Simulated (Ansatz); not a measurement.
# ZrB2: squeezing one contact

Aim: change the length of one contact in ZrB2 (B2–B3) by moving its two atoms, all else held, and follow energy and force. The runs shown use PAW. Its runs: shortest bond scaled by 1 (PAW); shortest bond scaled by 0.95 (PAW); shortest bond scaled by 0.85 (PAW); shortest bond scaled by 0.8 (PAW); shortest bond scaled by 0.62 (PAW and PAW (cutoff 1000 eV)).

Computed with Ansatz 0.2.0 (DFT, r2SCAN, PAW with Ansatz's default frozen-core files, scalar-relativistic, unless a step's input says otherwise).

## Step 1: The system as given

It takes space group P6/mmm (No. 191, hexagonal). The conventional cell has a = 3.170 Å, b = 3.170 Å, c = 3.533 Å, α = 90.00°, β = 90.00°, γ = 120.00°. Around Zr (site symmetry 6/mmm) lie 12 B at 2.54 Å. Around B (site symmetry -6m2) lie 3 B at 1.83 Å and 6 Zr at 2.54 Å.

Coordinates:

```
CELL_PARAMETERS angstrom
3.17000 0.00000 0.00000
-1.58500 2.74530 0.00000
0.00000 0.00000 3.53300
ATOMIC_POSITIONS crystal
Zr 0.00000 0.00000 0.00000
B 0.33333 0.66667 0.50000
B 0.66667 0.33333 0.50000
```

Atoms are numbered in the order of the input: Zr1, B2, B3.

## Step 2: Shortest bond scaled by 1, PAW

The input, input.yaml:

```yaml
crystal:
  lattice:
    - [3.17, 0.0, 0.0]
    - [-1.585, 2.74530053, 0.0]
    - [0.0, 0.0, 3.533]
  atoms:
    - { symbol: Zr, position: [0.0, 0.0, 0.0] }
    - { symbol: B, position: [0.3333333333, 0.6666666667, 0.5] }
    - { symbol: B, position: [0.6666666667, 0.3333333333, 0.5] }
kpoints:
  mp_grid: { grid: [10, 10, 8] }
scf:
  occupations: { method: fermi_dirac, width: 0.05 }
hamiltonian:
  xc: r2scan
  pseudopotentials: { kind: paw }
output:
  forces: true
  stress: true
  eigenvalues: true
  efg: { contact_densities: true }
  populations: true
```

The run is started by

```sh
> ansatz run input.yaml --threads 1 --pin off --max-ram 3072MiB --backend cpu --events-out ev --progress --plain --runs-dir out
```

Log, cut to the lines that bear on the results:

```text
Zr: output.efg is read without spin–orbit coupling, which moves field gradients at and beside such atoms by some per cent and up to a factor of two; PAW files take it under magnetization.noncollinear and magnetization.spin_orbit
[...]
Pseudopotentials: kind: paw
Pseudopotential: Zr, paw, valence charge 12, recommended cutoff 500 eV (meta_gga)
Pseudopotential: B, paw, valence charge 3, recommended cutoff 500 eV (meta_gga)
Functional definition: r2SCAN
[...]
Crystal: 3 atoms, lattice volume = 30.746 Å³
Basis set: ecut = 500 eV, 787 PW (Γ), exchange–correlation on 96×96×108 points (64 copies of the dense FFT grid, shifted against one another)
Bands: 13, of which v1, the nominal top of the filled ones, is band 9 counted from 1 (8 counted from 0)
Symmetry: 24 space group operations
Space group: P6/mmm (ITA 191), of the structure as read, at distance tolerance 3.1e-5 Å
k-points: 70 of 800
[...]
SCF iter   1: F=—  HF=-4511.252929 eV  |F-HF|=—  |Δ(HF+E_count)|=         —  Δρ=6.27e-3  dr2=7.05e-3  dr2_τ=2.39e-1  ethr=1.77e-3  ⟨swp⟩=5.8  Hψ=5030  notcnv=0
[...]
SCF iter   6: F=-4511.329769 eV  HF=-4511.329769 eV  |F-HF|=5.20e-8  |Δ(HF+E_count)|=   7.68e-7  Δρ=1.12e-5  dr2=2.18e-8  dr2_τ=3.54e-9  ethr=5.56e-10  ⟨swp⟩=3.4  Hψ=3955  notcnv=0
[...]
SCF converged after 6 iterations
Free energy (F): -4511.329769 eV
[...]
E sigma→0 (E₀):  -4511.328360 eV
Entropy (-TS):   -0.002819 eV (-0.940 meV/atom)
Fermi energy:    15.837801 eV
[...]
--- Forces (eV/Å), atoms counted from 1 ---
  atom   1  Zr    -0.00000000    -0.00000000     0.00000000
  atom   2  B      0.00000000    -0.00000000     0.00000000
  atom   3  B      0.00000000     0.00000000     0.00000000
[...]
--- Stress (GPa, compression-positive) ---
       -0.027979       0.000000       0.000000
       -0.000000      -0.027979       0.000000
        0.000000       0.000000       2.450515
  P = ⅓ Tr σ = 0.7982 GPa (7.982 kbar)
--- PAW observables at the nuclei: V_zz in 10²¹ V/m², potentials from the cell's mean, atoms counted from 1 ---
  atom   1  Zr V_zz =    +3.990844   η = 0.0000   by run symmetry: allowed
            electrostatic potential = -5929.586409 V   contact ρ = 490155.117052 e/Å³
  atom   2  B  V_zz =    +0.077321   η = 0.0000   by run symmetry: allowed
            electrostatic potential = -332.510531 V   contact ρ = 484.709705 e/Å³
  atom   3  B  V_zz =    +0.077321   η = 0.0000   by run symmetry: allowed
            electrostatic potential = -332.510531 V   contact ρ = 484.709705 e/Å³
--- Band table (eV; the first three rows and the last of 70) ---
  k-point 0: bands = ["-34.4962", "-11.9845", "-11.4179", "-11.4179", "2.2750", "13.1268", "13.1268", "13.2383", "13.3103", "19.5173", "19.5173", "20.3442", "20.3442"]
[...]
--- Löwdin populations: 3 sites ---
  site symbol       q [e]
     0     Zr     11.2343
     1      B      3.3659
     2      B      3.3659
  spilling = 0.001886 (of n_electrons = 18.000000)
```

It took 7 s on 1 thread of Arm Neoverse V1, shared host; peak memory 0.42 GiB.

This run gives: pressure 0.80 GPa; no gap; Vzz Zr1 3.99 (η = 0.00), B2 0.08 (η = 0.00) (10²¹ V/m²).

## Step 3: Shortest bond scaled by 0.95, PAW

Changes to input.yaml since step 2:

```diff
@@ -7,4 +7,4 @@
     - { symbol: Zr, position: [0.0, 0.0, 0.0] }
-    - { symbol: B, position: [0.3333333333, 0.6666666667, 0.5] }
-    - { symbol: B, position: [0.6666666667, 0.3333333333, 0.5] }
+    - { symbol: B, position: [0.3166666666, 0.6583333334, 0.5] }
+    - { symbol: B, position: [0.6833333334, 0.3416666666, 0.5] }
 kpoints:
@@ -22 +22,5 @@
   populations: true
+  write_density: true
+  write_potential: true
+  elf: true
+  volumetric_format: npy
```

The run is started by

```sh
> ansatz run input.yaml --threads 1 --pin off --max-ram 3072MiB --backend cpu --events-out ev --progress --plain --runs-dir out
```

Log, cut to the lines that bear on the results:

```text
Zr: output.efg is read without spin–orbit coupling, which moves field gradients at and beside such atoms by some per cent and up to a factor of two; PAW files take it under magnetization.noncollinear and magnetization.spin_orbit
[...]
Pseudopotentials: kind: paw
Pseudopotential: Zr, paw, valence charge 12, recommended cutoff 500 eV (meta_gga)
Pseudopotential: B, paw, valence charge 3, recommended cutoff 500 eV (meta_gga)
Functional definition: r2SCAN
[...]
Crystal: 3 atoms, lattice volume = 30.746 Å³
Basis set: ecut = 500 eV, 787 PW (Γ), exchange–correlation on 96×96×108 points (64 copies of the dense FFT grid, shifted against one another)
Bands: 13, of which v1, the nominal top of the filled ones, is band 9 counted from 1 (8 counted from 0)
Symmetry: 8 space group operations
Space group: Cmmm (ITA 65), of the structure as read, at distance tolerance 3.1e-5 Å
k-points: 155 of 800
[...]
  P = ⅓ Tr σ = 1.4625 GPa (14.625 kbar)
--- PAW observables at the nuclei: V_zz in 10²¹ V/m², potentials from the cell's mean, atoms counted from 1 ---
  atom   1  Zr V_zz =    +4.010628   η = 0.0955   by run symmetry: allowed
            electrostatic potential = -5929.586883 V   contact ρ = 490155.073365 e/Å³
  atom   2  B  V_zz =    -0.256635   η = 0.4048   by run symmetry: allowed
            electrostatic potential = -332.528925 V   contact ρ = 484.737795 e/Å³
  atom   3  B  V_zz =    -0.256635   η = 0.4048   by run symmetry: allowed
            electrostatic potential = -332.528925 V   contact ρ = 484.737795 e/Å³
--- Band table (eV; the first three rows and the last of 155) ---
  k-point 0: bands = ["-34.4968", "-11.9873", "-11.4372", "-11.4000", "2.2677", "12.7332", "13.2582", "13.2957", "13.4950", "19.4302", "19.5849", "20.0958", "20.4885"]
[...]
--- Löwdin populations: 3 sites ---
  site symbol       q [e]
     0     Zr     11.2345
     1      B      3.3656
     2      B      3.3656
  spilling = 0.001899 (of n_electrons = 18.000000)
```

Wall time 14 s (1 thread of Arm Neoverse V1, shared host); peak memory 0.45 GiB.

This run gives: pressure 1.46 GPa; no gap; largest force 1.208 eV/Å; Vzz Zr1 4.01 (η = 0.10), B2 -0.26 (η = 0.40) (10²¹ V/m²).

The fields are shown in the conventional cell of this run's space group, carried over from its grid by interpolation.

Density in a lattice plane of the grid's cell (edges 5.49 and 3.53 Å, at 0.000 of the third edge), which holds Zr and B.

Values in e/Å³, 8 rows by 12 columns:
```
3.92 2.75 0.60 0.24 0.24 0.23 0.22 0.23 0.24 0.24 0.60 2.75
1.10 0.64 0.31 0.35 0.42 0.40 0.36 0.40 0.42 0.35 0.31 0.64
0.19 0.20 0.32 0.57 0.63 0.69 0.64 0.69 0.63 0.57 0.32 0.20
0.15 0.19 0.37 0.65 0.28 0.76 0.85 0.76 0.28 0.65 0.37 0.19
0.19 0.20 0.32 0.57 0.63 0.69 0.64 0.69 0.63 0.57 0.32 0.20
1.10 0.64 0.31 0.35 0.42 0.40 0.36 0.40 0.42 0.35 0.31 0.64
3.92 2.75 0.60 0.24 0.24 0.23 0.22 0.23 0.24 0.24 0.60 2.75
2.58 3.82 0.97 0.21 0.19 0.19 0.18 0.19 0.19 0.21 0.97 3.82
```
Columns run along the first of these edges and rows up along the second, over one cell in 12 and 8 even steps from the bottom left corner. Atoms in the plane (fractional): Zr at (0.00, 0.00), B at (0.66, 0.50), B at (0.34, 0.50).

ELF in the same plane.

Ten even steps from ' ' (0.00) to '@' (0.88):
```
==**%%%%==..::==++==----::----==++==::..==%%%%**
@@@@%%++::::==**##**++++==++++**##**==::::++%%@@
**++--::::==**######################**==::::--++
..  ....==**##******##%%@@%%##******##**==....  
....::--++**++::..::++%%@@%%++::..::++**++--::..
....::==****--      ==%%@@%%==      --****==::..
....::--++**++::..::++%%@@%%++::..::++**++--::..
..  ....==**##******##%%@@%%##******##**==....  
**++--::::==**######################**==::::--++
@@@@%%++::::==**##**++++==++++**##**==::::++%%@@
==**%%%%==..::==++==----::----==++==::..==%%%%**
  ::##%%++::::--====--::..::--====--::::++%%##::
```
Columns run along the first of these edges and rows up along the second, over one cell in 24 and 12 even steps from the bottom left corner. Atoms in the plane (fractional): Zr at (0.00, 0.00), B at (0.66, 0.50), B at (0.34, 0.50).

Both are smooth fields of the valence electrons: close to the nuclei they are not physical.

Outside the cores ELF peaks at 0.88 on the B–B line, 0.9 Å from B.

## Step 4: Shortest bond scaled by 0.85, PAW

The input, input.yaml:

```yaml
crystal:
  lattice:
    - [3.17, 0.0, 0.0]
    - [-1.585, 2.74530053, 0.0]
    - [0.0, 0.0, 3.533]
  atoms:
    - { symbol: Zr, position: [0.0, 0.0, 0.0] }
    - { symbol: B, position: [0.2833333333, 0.6416666667, 0.5] }
    - { symbol: B, position: [0.7166666667, 0.3583333333, 0.5] }
kpoints:
  mp_grid: { grid: [10, 10, 8] }
scf:
  occupations: { method: fermi_dirac, width: 0.05 }
hamiltonian:
  xc: r2scan
  pseudopotentials: { kind: paw }
output:
  forces: true
  stress: true
  eigenvalues: true
  efg: { contact_densities: true }
  populations: true
```

The run is started by

```sh
> ansatz run input.yaml --threads 1 --pin off --max-ram 3072MiB --backend cpu --events-out ev --progress --plain --runs-dir out
```

Log, cut to the lines that bear on the results:

```text
Zr: output.efg is read without spin–orbit coupling, which moves field gradients at and beside such atoms by some per cent and up to a factor of two; PAW files take it under magnetization.noncollinear and magnetization.spin_orbit
[...]
Pseudopotentials: kind: paw
Pseudopotential: Zr, paw, valence charge 12, recommended cutoff 500 eV (meta_gga)
Pseudopotential: B, paw, valence charge 3, recommended cutoff 500 eV (meta_gga)
Functional definition: r2SCAN
[...]
Crystal: 3 atoms, lattice volume = 30.746 Å³
Basis set: ecut = 500 eV, 787 PW (Γ), exchange–correlation on 96×96×108 points (64 copies of the dense FFT grid, shifted against one another)
Bands: 13, of which v1, the nominal top of the filled ones, is band 9 counted from 1 (8 counted from 0)
Symmetry: 8 space group operations
Space group: Cmmm (ITA 65), of the structure as read, at distance tolerance 3.1e-5 Å
k-points: 155 of 800
[...]
  P = ⅓ Tr σ = 7.7513 GPa (77.513 kbar)
--- PAW observables at the nuclei: V_zz in 10²¹ V/m², potentials from the cell's mean, atoms counted from 1 ---
  atom   1  Zr V_zz =    +3.706396   η = 0.4587   by run symmetry: allowed
            electrostatic potential = -5929.575402 V   contact ρ = 490154.895516 e/Å³
  atom   2  B  V_zz =    -0.631905   η = 0.7637   by run symmetry: allowed
            electrostatic potential = -332.718147 V   contact ρ = 484.999076 e/Å³
  atom   3  B  V_zz =    -0.631905   η = 0.7637   by run symmetry: allowed
            electrostatic potential = -332.718147 V   contact ρ = 484.999076 e/Å³
--- Band table (eV; the first three rows and the last of 155) ---
  k-point 0: bands = ["-34.5159", "-12.0114", "-11.4846", "-11.3968", "2.2113", "11.9915", "13.1657", "13.2888", "14.1636", "18.9569", "19.2431", "19.6400", "19.6677"]
[...]
--- Löwdin populations: 3 sites ---
  site symbol       q [e]
     0     Zr     11.2349
     1      B      3.3642
     2      B      3.3642
  spilling = 0.002034 (of n_electrons = 18.000000)
```

Run time: 13 s. Hardware: 1 thread of Arm Neoverse V1, shared host; peak memory 0.45 GiB.

This run gives: pressure 7.75 GPa; no gap; largest force 4.749 eV/Å; Vzz Zr1 3.71 (η = 0.46), B2 -0.63 (η = 0.76) (10²¹ V/m²).

## Step 5: Shortest bond scaled by 0.8, PAW

Changes to input.yaml since step 4:

```diff
@@ -7,4 +7,4 @@
     - { symbol: Zr, position: [0.0, 0.0, 0.0] }
-    - { symbol: B, position: [0.2833333333, 0.6416666667, 0.5] }
-    - { symbol: B, position: [0.7166666667, 0.3583333333, 0.5] }
+    - { symbol: B, position: [0.2666666666, 0.6333333334, 0.5] }
+    - { symbol: B, position: [0.7333333334, 0.3666666666, 0.5] }
 kpoints:
```

The run is started by

```sh
> ansatz run input.yaml --threads 1 --pin off --max-ram 3072MiB --backend cpu --events-out ev --progress --plain --runs-dir out
```

Log, cut to the lines that bear on the results:

```text
Zr: output.efg is read without spin–orbit coupling, which moves field gradients at and beside such atoms by some per cent and up to a factor of two; PAW files take it under magnetization.noncollinear and magnetization.spin_orbit
[...]
Pseudopotentials: kind: paw
Pseudopotential: Zr, paw, valence charge 12, recommended cutoff 500 eV (meta_gga)
Pseudopotential: B, paw, valence charge 3, recommended cutoff 500 eV (meta_gga)
Functional definition: r2SCAN
[...]
Crystal: 3 atoms, lattice volume = 30.746 Å³
Basis set: ecut = 500 eV, 787 PW (Γ), exchange–correlation on 96×96×108 points (64 copies of the dense FFT grid, shifted against one another)
Bands: 13, of which v1, the nominal top of the filled ones, is band 9 counted from 1 (8 counted from 0)
Symmetry: 8 space group operations
Space group: Cmmm (ITA 65), of the structure as read, at distance tolerance 3.1e-5 Å
k-points: 155 of 800
[...]
  P = ⅓ Tr σ = 14.1396 GPa (141.396 kbar)
--- PAW observables at the nuclei: V_zz in 10²¹ V/m², potentials from the cell's mean, atoms counted from 1 ---
  atom   1  Zr V_zz =    +3.343197   η = 0.7158   by run symmetry: allowed
            electrostatic potential = -5929.549418 V   contact ρ = 490154.818974 e/Å³
  atom   2  B  V_zz =    -0.773326   η = 0.7666   by run symmetry: allowed
            electrostatic potential = -332.920186 V   contact ρ = 485.257238 e/Å³
  atom   3  B  V_zz =    -0.773326   η = 0.7666   by run symmetry: allowed
            electrostatic potential = -332.920186 V   contact ρ = 485.257238 e/Å³
--- Band table (eV; the first three rows and the last of 155) ---
  k-point 0: bands = ["-34.5468", "-12.0412", "-11.5300", "-11.4197", "2.1706", "11.6694", "13.0423", "13.2880", "14.4585", "18.2046", "19.1387", "19.4651", "19.6377"]
[...]
--- Löwdin populations: 3 sites ---
  site symbol       q [e]
     0     Zr     11.2327
     1      B      3.3641
     2      B      3.3641
  spilling = 0.002169 (of n_electrons = 18.000000)
```

It took 14 s on 1 thread of Arm Neoverse V1, shared host; peak memory 0.45 GiB.

Read from it: pressure 14.14 GPa; no gap; largest force 7.586 eV/Å; Vzz Zr1 3.34 (η = 0.72), B2 -0.77 (η = 0.77) (10²¹ V/m²).

## Step 6: Shortest bond scaled by 0.62, PAW

Changes to input.yaml since step 5:

```diff
@@ -7,4 +7,4 @@
     - { symbol: Zr, position: [0.0, 0.0, 0.0] }
-    - { symbol: B, position: [0.2666666666, 0.6333333334, 0.5] }
-    - { symbol: B, position: [0.7333333334, 0.3666666666, 0.5] }
+    - { symbol: B, position: [0.2066666666, 0.6033333334, 0.5] }
+    - { symbol: B, position: [0.7933333334, 0.3966666666, 0.5] }
 kpoints:
```

The run is started by

```sh
> ansatz run input.yaml --threads 1 --pin off --max-ram 3072MiB --backend cpu --events-out ev --progress --plain --runs-dir out
```

Log, cut to the lines that bear on the results:

```text
Zr: output.efg is read without spin–orbit coupling, which moves field gradients at and beside such atoms by some per cent and up to a factor of two; PAW files take it under magnetization.noncollinear and magnetization.spin_orbit
[...]
Pseudopotentials: kind: paw
Pseudopotential: Zr, paw, valence charge 12, recommended cutoff 500 eV (meta_gga)
Pseudopotential: B, paw, valence charge 3, recommended cutoff 500 eV (meta_gga)
Functional definition: r2SCAN
[...]
Crystal: 3 atoms, lattice volume = 30.746 Å³
Basis set: ecut = 500 eV, 787 PW (Γ), exchange–correlation on 96×96×108 points (64 copies of the dense FFT grid, shifted against one another)
Bands: 13, of which v1, the nominal top of the filled ones, is band 9 counted from 1 (8 counted from 0)
Symmetry: 8 space group operations
Space group: Cmmm (ITA 65), of the structure as read, at distance tolerance 3.1e-5 Å
k-points: 155 of 800
[...]
  P = ⅓ Tr σ = 65.2711 GPa (652.711 kbar)
--- PAW observables at the nuclei: V_zz in 10²¹ V/m², potentials from the cell's mean, atoms counted from 1 ---
  atom   1  Zr V_zz =    -3.387580   η = 0.3590   by run symmetry: allowed
            electrostatic potential = -5929.233391 V   contact ρ = 490154.973455 e/Å³
  atom   2  B  V_zz =    +0.315773   η = 0.2605   by run symmetry: allowed
            electrostatic potential = -334.228066 V   contact ρ = 487.185506 e/Å³
  atom   3  B  V_zz =    +0.315773   η = 0.2605   by run symmetry: allowed
            electrostatic potential = -334.228066 V   contact ρ = 487.185506 e/Å³
--- Band table (eV; the first three rows and the last of 155) ---
  k-point 0: bands = ["-34.8579", "-12.3351", "-11.8709", "-11.7078", "2.1613", "11.0345", "12.1692", "13.1874", "15.2132", "15.4470", "18.6860", "18.7682", "19.4899"]
[...]
--- Löwdin populations: 3 sites ---
  site symbol       q [e]
     0     Zr     11.1811
     1      B      3.3816
     2      B      3.3816
  spilling = 0.003093 (of n_electrons = 18.000000)
```

It took 13 s on 1 thread of Arm Neoverse V1, shared host; peak memory 0.45 GiB.

Read from it: pressure 65.27 GPa; no gap; largest force 33.720 eV/Å; Vzz Zr1 -3.39 (η = 0.36), B2 0.32 (η = 0.26) (10²¹ V/m²).

## Step 7: Shortest bond scaled by 0.62, PAW (cutoff 1000 eV)

Changes to input.yaml since step 6:

```diff
@@ -20,3 +20,3 @@
   eigenvalues: true
-  efg: { contact_densities: true }
-  populations: true
+basis:
+  ecutwfc: 1000
```

The run is started by

```sh
> ansatz run input.yaml --threads 1 --pin off --max-ram 3072MiB --backend cpu --events-out ev --progress --plain --runs-dir out
```

Log, cut to the lines that bear on the results:

```text
[...]
Pseudopotentials: kind: paw
Pseudopotential: Zr, paw, valence charge 12, recommended cutoff 500 eV (meta_gga)
Pseudopotential: B, paw, valence charge 3, recommended cutoff 500 eV (meta_gga)
Functional definition: r2SCAN
[...]
Crystal: 3 atoms, lattice volume = 30.746 Å³
Basis set: ecut = 1000 eV, 2209 PW (Γ), exchange–correlation on 144×144×160 points (64 copies of the dense FFT grid, shifted against one another)
Bands: 13, of which v1, the nominal top of the filled ones, is band 9 counted from 1 (8 counted from 0)
Symmetry: 8 space group operations
Space group: Cmmm (ITA 65), of the structure as read, at distance tolerance 3.1e-5 Å
k-points: 155 of 800
[...]
SCF iter   1: F=—  HF=-4504.307149 eV  |F-HF|=—  |Δ(HF+E_count)|=         —  Δρ=1.36e-2  dr2=6.97e-2  dr2_τ=6.37e-1  ethr=1.77e-3  ⟨swp⟩=5.9  Hψ=11662  notcnv=0
[...]
SCF iter   7: F=-4504.367727 eV  HF=-4504.367727 eV  |F-HF|=2.89e-9  |Δ(HF+E_count)|=   4.36e-8  Δρ=4.20e-6  dr2=2.43e-9  dr2_τ=1.83e-10  ethr=5.56e-10  ⟨swp⟩=4.7  Hψ=7914  notcnv=0
[...]
SCF converged after 7 iterations
Free energy (F): -4504.367727 eV
[...]
E sigma→0 (E₀):  -4504.365811 eV
Entropy (-TS):   -0.003833 eV (-1.278 meV/atom)
Fermi energy:    15.404961 eV
[...]
--- Forces (eV/Å), atoms counted from 1 ---
  atom   1  Zr     0.00000000     0.00000000     0.00000000
  atom   2  B     29.19861522    16.85782835     0.00000000
  atom   3  B    -29.19861522   -16.85782835     0.00000000
[...]
--- Stress (GPa, compression-positive) ---
      136.953699      67.704255       0.000000
       67.704255      58.775560       0.000000
        0.000000       0.000000      -0.001879
  P = ⅓ Tr σ = 65.2425 GPa (652.425 kbar)
--- Band table (eV; the first three rows and the last of 155) ---
  k-point 0: bands = ["-34.8572", "-12.3347", "-11.8705", "-11.7073", "2.1607", "11.0339", "12.1684", "13.1874", "15.2135", "15.4464", "18.6877", "18.7691", "19.4908"]
[...]
```

Run time: 26 s. Hardware: 1 thread of Arm Neoverse V1, shared host; peak memory 0.71 GiB.

Result: pressure 65.24 GPa; no gap; largest force 33.716 eV/Å.

## Step 8: The series in one table

Force along the bond: half the difference of the two atoms' forces, positive where it pushes them apart.

| method | length (Å) | F from the given length (eV/cell) | force along the bond (eV/Å) | pressure (GPa) | largest force (eV/Å) |
| --- | --- | --- | --- | --- | --- |
| PAW | 1.135 | 6.969 | 33.720 | 65.27 | 33.720 |
| PAW | 1.464 | 1.122 | 7.586 | 14.14 | 7.586 |
| PAW | 1.556 | 0.565 | 4.749 | 7.75 | 4.749 |
| PAW | 1.739 | 0.053 | 1.208 | 1.46 | 1.208 |
| PAW | 1.830 | 0.000 | 0.000 | 0.80 | 0.000 |
| PAW (cutoff 1000 eV) | 1.135 | – | 33.716 | 65.24 | 33.716 |

## Step 9: Results

| quantity | value |
| --- | --- |
| force along the bond, positive apart, at 1.135 Å (PAW) | 33.72 eV/Å |
| force along the bond, positive apart, at 1.135 Å (PAW (cutoff 1000 eV)) | 33.72 eV/Å |
| length at zero force (straight line) | 1.83 Å |

In words: At 1.13 Å the force along the bond is 33.72 eV/Å by PAW, and the energy stands 6.97 eV over the given length. A straight line between 1.74 and 1.83 Å puts zero force near 1.83 Å. There symmetry makes it vanish whatever the lattice constant, so this is no computed equilibrium length.
